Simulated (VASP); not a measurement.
**BAs: relaxation of cell and atoms with LDA**

Crystal: BAs.

```
CELL_PARAMETERS angstrom
2.93437 0.00000 0.00000
0.00000 2.93437 0.00000
0.00000 0.00000 2.93437
ATOMIC_POSITIONS crystal
B 0.50000 0.50000 0.50000
As 0.00000 0.00000 0.00000
```

The cell was built by a generator and needn't be a form met in nature.

```json
{"Program": "VASP 6.6.1", "Task": "relaxation of cell and atoms", "Functional": "LDA", "Potentials or basis": "VASP PAW LDA potentials, release 64 (B, As)", "Cutoff": "600 eV", "k mesh": "9 × 9 × 9", "Occupations": "fermi-dirac, width 0.05 eV", "Spin": "no spin polarisation", "Further INCAR settings": "ALGO = Fast; EDIFF = 1e-06; IBRION = 2; EDIFFG = -0.01; NSW = 60; ISIF = 3"}
```

```json
{
 "Relaxed volume": "12.03 Å³/atom",
 "Relaxed cell": "a = 2.887 Å, b = 2.887 Å, c = 2.887 Å, α = 90.00°, β = 90.00°, γ = 90.00°",
 "Space group after relaxing (to 0.05 Å)": "Pm-3m (No. 221)",
 "Energy gained by relaxing": "10.3 meV/atom",
 "Ionic steps": "3",
 "Pressure after relaxing": "0.0 GPa",
 "Band gap on the k mesh": "none (metal or under the smearing width)"
}
```

The path:
| step | energy change (eV) | largest force (eV/Å) | pressure (GPa) | volume (Å³) |
| --- | --- | --- | --- | --- |
| 1 | 0.0000 | 0.0000 | -5.15 | 25.27 |
| 2 | -0.0196 | 0.0000 | 1.26 | 23.81 |
| 3 | -0.0206 | 0.0000 | 0.02 | 24.05 |

Final structure:
```cif
data_structure
_symmetry_space_group_name_H-M 'P 1'
_symmetry_Int_Tables_number 1
_cell_length_a 2.8866
_cell_length_b 2.8866
_cell_length_c 2.8866
_cell_angle_alpha 90.000
_cell_angle_beta 90.000
_cell_angle_gamma 90.000
_cell_volume 24.05
loop_
_atom_site_label
_atom_site_type_symbol
_atom_site_fract_x
_atom_site_fract_y
_atom_site_fract_z
_atom_site_occupancy
B1 B 0.50000 0.50000 0.50000 1
As1 As 0.00000 0.00000 0.00000 1
```

Levels at points of the mesh, in eV from the Fermi level:
| k point | band 1 | band 2 | band 3 | band 4 | band 5 | band 6 | band 7 | band 8 |
| --- | --- | --- | --- | --- | --- | --- | --- | --- |
| (0.00, 0.00, 0.00) | -16.11 | -0.82 | -0.82 | -0.82 | 0.34 | 5.78 | 5.78 | 9.77 |

It used 5.8 s of CPU time on 1 thread of Intel(R) Xeon(R) Platinum 8488C (Sapphire Rapids), on a shared host, which was overloaded at the time.
